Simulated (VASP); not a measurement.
# RbBr (Pm-3m) in VASP: notebook

The runs below take RbBr through single point, relaxation of cell and atoms, with PBE.

Program: VASP 6.6.1. These are calculated values, not measurements. Logs are shortened: lines on timing, memory, paths and dates and some standing lists are left out, and cuts for length are marked.

## 1. Starting point

Symmetry: Pm-3m, No. 221, cubic system. The conventional cell has a = 4.193 Å, b = 4.193 Å, c = 4.193 Å, α = 90.00°, β = 90.00°, γ = 90.00°. Rb (site symmetry m-3m) is surrounded by 8 Br at 3.63 Å. Around Br (site symmetry m-3m) lie 8 Rb at 3.63 Å.

The cell comes from a database or a generator and needn't be the stable form of this composition.

## 2. Single point, PBE

Contents of INCAR:

```
SYSTEM = RbBr
ALGO = Fast
EDIFF = 1E-6
ENCUT = 520
GGA = PE
ISIF = 2
ISMEAR = 0
LASPH = .TRUE.
LCHARG = .FALSE.
LREAL = .FALSE.
LWAVE = .FALSE.
NBANDS = 15
NELM = 100
PREC = Accurate
SIGMA = 0.02
```

Contents of KPOINTS:

```
k-points
0
G
  6 6 6
  0 0 0
```

Contents of POSCAR:

```
RbBr
1.0
    4.1929021031      0.0000000000      0.0000000000
    0.0000000000      4.1929021031      0.0000000000
    0.0000000000      0.0000000000      4.1929021031
Rb Br
1 1
Direct
    0.0000000000      0.0000000000      0.0000000000
    0.5000000000      0.5000000000      0.5000000000
```

Potentials or basis: VASP PAW PBE potentials, release 64 (Rb_sv, Br).

Started as:

```bash
> cat potpaw_PBE.64/Rb_sv/POTCAR potpaw_PBE.64/Br/POTCAR > POTCAR
> mpirun -np 1 vasp_std > vasp.out
```

OUTCAR:

```text
SYSTEM = RbBr
   EDIFF = 1E-6
   ENCUT = 520
   GGA = PE
   ISIF = 2
   ISMEAR = 0
   LASPH = .TRUE.
   LREAL = .FALSE.
   NELM = 100
   PREC = Accurate

 ion  position               nearest neighbor table
   1  0.000  0.000  0.000-   2 3.63   2 3.63   2 3.63   2 3.63   2 3.63   2 3.63   2 3.63   2 3.63

   2  0.500  0.500  0.500-   1 3.63   1 3.63   1 3.63   1 3.63   1 3.63   1 3.63   1 3.63   1 3.63

  LATTYP: Found a simple cubic cell.
 ALAT       =     4.1929021031

  Lattice vectors:

 A1 = (   4.1929021031,   0.0000000000,   0.0000000000)
 A2 = (   0.0000000000,   4.1929021031,   0.0000000000)
 A3 = (   0.0000000000,   0.0000000000,   4.1929021031)

Analysis of symmetry for initial positions (statically):
=====================================================================
 Subroutine PRICEL returns:
 Original cell was already a primitive cell.

 Routine SETGRP: Setting up the symmetry group for a
 simple cubic supercell.

 Subroutine GETGRP returns: Found 48 space group operations
 (whereof 48 operations were pure point group operations)
 out of a pool of 48 trial point group operations.

The static configuration has the point symmetry O_h .

Analysis of symmetry for dynamics (positions and initial velocities):
=====================================================================
 Subroutine PRICEL returns:
 Original cell was already a primitive cell.

 Routine SETGRP: Setting up the symmetry group for a
 simple cubic supercell.

 Subroutine GETGRP returns: Found 48 space group operations
 (whereof 48 operations were pure point group operations)
 out of a pool of 48 trial point group operations.

The dynamic configuration has the point symmetry O_h .

 Subroutine INISYM returns: Found 48 space group operations
 (whereof 48 operations are pure point group operations),
 and found     1 'primitive' translations

----------------------------------------------------------------------------------------

                                     Primitive cell

  volume of cell :      73.7130

  direct lattice vectors                    reciprocal lattice vectors
     4.192902103  0.000000000  0.000000000     0.238498294  0.000000000  0.000000000
     0.000000000  4.192902103  0.000000000     0.000000000  0.238498294  0.000000000
     0.000000000  0.000000000  4.192902103     0.000000000  0.000000000  0.238498294

  length of vectors
     4.192902103  4.192902103  4.192902103     0.238498294  0.238498294  0.238498294

  position of ions in fractional coordinates (direct lattice)
     0.000000000  0.000000000  0.000000000
     0.500000000  0.500000000  0.500000000

  ion indices of the primitive-cell ions
   primitive index   ion index
                 1           1
                 2           2

----------------------------------------------------------------------------------------

 KPOINTS: k-points

Automatic generation of k-mesh.
 Grid dimensions read from file:
 generate k-points for:    6    6    6

 Generating k-lattice:

  Cartesian coordinates                     Fractional coordinates (reciprocal lattice)
     0.039749716  0.000000000  0.000000000     0.166666667  0.000000000  0.000000000
     0.000000000  0.039749716  0.000000000     0.000000000  0.166666667  0.000000000
     0.000000000  0.000000000  0.039749716     0.000000000  0.000000000  0.166666667

  Length of vectors
     0.039749716  0.039749716  0.039749716

  Shift w.r.t. Gamma in fractional coordinates (k-lattice)
     0.000000000  0.000000000  0.000000000

 Subroutine IBZKPT returns following result:
 ===========================================

 Found     20 irreducible k-points:

 Following reciprocal coordinates:
            Coordinates               Weight
  0.000000  0.000000  0.000000      1.000000
  0.166667  0.000000  0.000000      6.000000
  0.333333  0.000000  0.000000      6.000000
  0.500000  0.000000  0.000000      3.000000
  0.166667  0.166667  0.000000     12.000000
  0.333333  0.166667  0.000000     24.000000
[... 12 lines left out ...]
  0.500000  0.500000  0.333333      6.000000
  0.500000  0.500000  0.500000      1.000000
   k-points           NKPTS =     20   k-points in BZ     NKDIM =     20   number of bands    NBANDS=     15
   number of dos      NEDOS =    301   number of ions     NIONS =      2
   total plane-waves  NPLWV =  32768
   dimension x,y,z NGX =    32 NGY =   32 NGZ =   32
   dimension x,y,z NGXF=    64 NGYF=   64 NGZF=   64
   ions per type =               1   1
   NGX,Y,Z   is equivalent  to a cutoff of  12.69, 12.69, 12.69 a.u.
   NGXF,Y,Z  is equivalent  to a cutoff of  25.38, 25.38, 25.38 a.u.
 SYSTEM =  RbBr
   PREC   = accura    normal or accurate (medium, high low for compatibility)
   ISTART =      0    job   : 0-new  1-cont  2-samecut
   ICHARG =      2    charge: 1-file 2-atom 10-const
   ISPIN  =      1    spin polarized calculation?
   LNONCOLLINEAR =      F non collinear calculations
   LSORBIT =      F    spin-orbit coupling
   LASPH  =      T    aspherical Exc in radial PAW
   ENCUT  =  520.0 eV  38.22 Ry    6.18 a.u.   7.80  7.80  7.80*2*pi/ulx,y,z
   NELM   =    100;   NELMIN=  2; NELMDL= -5     # of ELM steps
   EDIFF  = 0.1E-05   stopping-criterion for ELM
   LREAL  =      F    real-space projection
   EDIFFG = 0.1E-04   stopping-criterion for IOM
   NSW    =      0    number of steps for IOM
   IBRION =     -1    ionic relax: 0-MD 1-quasi-New 2-CG
   NFREE  =      0    steps in history (QN), initial steepest desc. (CG)
   ISIF   =      2    stress and relaxation
   ISYM   =      2    0-nonsym 1-usesym 2-fastsym
   POTIM  = 0.5000    time-step for ionic-motion
   TEBEG  =    0.0;   TEEND  =   0.0 temperature during run
   PSTRESS=    0.0 pullay stress
   NELECT =      16.0000    total number of electrons
   NUPDOWN=      -1.0000    fix difference up-down
   EMIN   =  10.00;   EMAX   =-10.00  energy-range for DOS
   EFERMI =   0.00;   METHOD = LEGACY
   ISMEAR =     0;   SIGMA  =   0.02  broadening in eV -4-tet -1-fermi 0-gaus
   EFERMI_NEDOS =   21; number of points for ismear=-14 and -15
   IALGO  =     68    algorithm
   IMIX   =      4    mixing-type and parameters
     AMIX     =   0.40;   BMIX     =  1.00
     AMIX_MAG =   1.60;   BMIX_MAG =  1.00
  volume/ion in A,a.u.               =      36.86       248.72
  Fermi-wavevector in a.u.,A,eV,Ry     =   0.983860  1.859226 13.170182  0.967981
  Thomas-Fermi vector in A             =   2.115050
   LORBIT       =      0    0 simple, 1 ext, 2 COOP (PROOUT), +10 PAW based schemes
   GGA     = PE    functional components
   LHFCALC =     F    Hartree Fock is set to
   AEXX    =    0.0000 exact exchange contribution
   IVDW    =     0    specifies the selected vdW correction
   LEPSILON=     F    determine dielectric tensor
   LRPA    =     F    only Hartree local field effects (RPA)
 non-spin polarized calculation
 RMM-DIIS sequential band-by-band and
 Gauss-broadening in eV      SIGMA  =   0.02
  energy-cutoff  :      520.00
  volume of cell :       73.71
 maximum number of plane-waves:      2008
 NGX is ok and might be reduce to    32
   NGX = 15   NGY = 15   NGZ = 15

 number of electron      16.0000001 magnetization

 Free energy of the ion-electron system (eV)
  ---------------------------------------------------
  ext. energy  EPLUGINS =         0.00000000
  ---------------------------------------------------
  free energy    TOTEN  =        -6.00520651 eV

  energy without entropy =       -6.00520651  energy(sigma->0) =       -6.00520651

 E-fermi :  -0.7273     XC(G=0):  -7.7253

 val. band max:       -0.8877333746   @ k =   0.5000   0.5000   0.0000
 cond. band min:       3.0364753820   @ k =   0.0000   0.0000   0.0000
 fundamental gap:      3.9242087567
 Fermi energy:        -0.7273350922

 k-point     1 :       0.0000    0.0000    0.0000
  band No.  band energies     occupation
      1     -26.0665      2.00000
      2     -13.4286      2.00000
      3     -10.0572      2.00000
      4     -10.0572      2.00000
      5     -10.0572      2.00000
      6      -1.0387      2.00000
      7      -1.0387      2.00000
      8      -1.0387      2.00000
      9       3.0365      0.00000
     10       4.7408      0.00000
     11       4.7408      0.00000
     12       8.9060      0.00000
     13       8.9060      0.00000
     14       8.9060      0.00000
     15      11.5706      0.00000

 k-point     2 :       0.1667    0.0000    0.0000
  band No.  band energies     occupation
      1     -26.0624      2.00000
      2     -13.4255      2.00000
      3     -10.0911      2.00000
      4     -10.0475      2.00000
      5     -10.0475      2.00000
      6      -1.4965      2.00000
      7      -1.0516      2.00000
      8      -1.0516      2.00000
      9       3.6607      0.00000
     10       4.9411      0.00000
     11       5.2867      0.00000
     12       8.7766      0.00000
     13       8.7766      0.00000
     14       9.0508      0.00000
     15      10.3632      0.00000

 k-point     3 :       0.3333    0.0000    0.0000
  band No.  band energies     occupation
      1     -26.0542      2.00000
      2     -13.4209      2.00000
      3     -10.1522      2.00000
      4     -10.0278      2.00000
      5     -10.0278      2.00000
      6      -2.1955      2.00000
      7      -1.0789      2.00000
      8      -1.0789      2.00000
      9       4.9491      0.00000
     10       5.4947      0.00000
     11       6.3428      0.00000
     12       8.6893      0.00000
     13       8.6893      0.00000
     14       8.6967      0.00000
     15       9.4064      0.00000
[... 271 lines left out ...]
 k-point    19 :       0.5000    0.5000    0.3333
  band No.  band energies     occupation
      1     -26.0239      2.00000
      2     -13.1941      2.00000
      3     -10.2700      2.00000
      4     -10.2700      2.00000
      5     -10.1891      2.00000
      6      -2.0533      2.00000
      7      -2.0533      2.00000
      8      -1.8541      2.00000
      9       6.1796      0.00000
     10       7.0528      0.00000
     11       7.0528      0.00000
     12       7.4600      0.00000
     13       8.6318      0.00000
     14       8.6318      0.00000
     15      10.8586      0.00000

 k-point    20 :       0.5000    0.5000    0.5000
  band No.  band energies     occupation
      1     -26.0202      2.00000
      2     -13.1709      2.00000
      3     -10.2528      2.00000
      4     -10.2528      2.00000
      5     -10.2528      2.00000
      6      -2.1107      2.00000
      7      -2.1107      2.00000
      8      -2.1107      2.00000
      9       7.1792      0.00000
     10       7.1792      0.00000
     11       7.1792      0.00000
     12       8.2395      0.00000
     13       8.2395      0.00000
     14       8.2395      0.00000
     15      11.0391      0.00000

------------------------ aborting loop because EDIFF is reached ----------------------------------------

  FORCE on cell =-STRESS in cart. coord.  units (eV):
  Direction    XX          YY          ZZ          XY          YZ          ZX
  --------------------------------------------------------------------------------------
  -------------------------------------------------------------------------------------
  Total        0.0293915      0.0293915      0.0293915     -0.0000000     -0.0000000      0.0000000
  in kB        0.6388337      0.6388337      0.6388337     -0.0000000     -0.0000000      0.0000000
  external PRESSURE =       0.6388337 kB  Pullay stress =       0.0000000 kB

 VOLUME and BASIS-vectors are now :
 -----------------------------------------------------------------------------
  energy-cutoff  :      520.00
  volume of cell :       73.71
      direct lattice vectors                 reciprocal lattice vectors
     4.192902103  0.000000000  0.000000000     0.238498294  0.000000000  0.000000000
     0.000000000  4.192902103  0.000000000     0.000000000  0.238498294  0.000000000
     0.000000000  0.000000000  4.192902103     0.000000000  0.000000000  0.238498294

 POSITION                                       TOTAL-FORCE (eV/Angst)
 -----------------------------------------------------------------------------------
      0.00000      0.00000      0.00000         0.000000      0.000000      0.000000
      2.09645      2.09645      2.09645         0.000000      0.000000      0.000000
 -----------------------------------------------------------------------------------
    total drift:                                0.000000      0.000000     -0.000000

  FREE ENERGIE OF THE ION-ELECTRON SYSTEM (eV)
  ---------------------------------------------------
  free  energy   TOTEN  =        -6.0052065080 eV

  energy  without entropy=       -6.0052065080  energy(sigma->0) =       -6.00520651
```

Wall time 14 s (1 thread of Intel Xeon Platinum 8488C (Sapphire Rapids), shared host); peak memory 0.17 GiB.

What came out:

* Free energy: -6.0052 eV
* Pressure: 0.1 GPa
* Band gap on the k mesh: 3.92 eV, indirect (least direct gap 4.08 eV)

Levels at points of the mesh, in eV from the valence-band top:
```
           k point  band 6  band 7  band 8  band 9  band 10  band 11
(0.00, 0.00, 0.00)   -0.15   -0.15   -0.15    3.92     5.63     5.63
(0.50, 0.00, 0.00)   -1.60   -0.21   -0.21    6.87     6.88     7.38
(0.50, 0.50, 0.00)   -1.00   -1.00    0.00    5.29     6.17     7.92
(0.50, 0.50, 0.50)   -1.22   -1.22   -1.22    8.07     8.07     8.07
```

(Continued in part 2 of 2.)
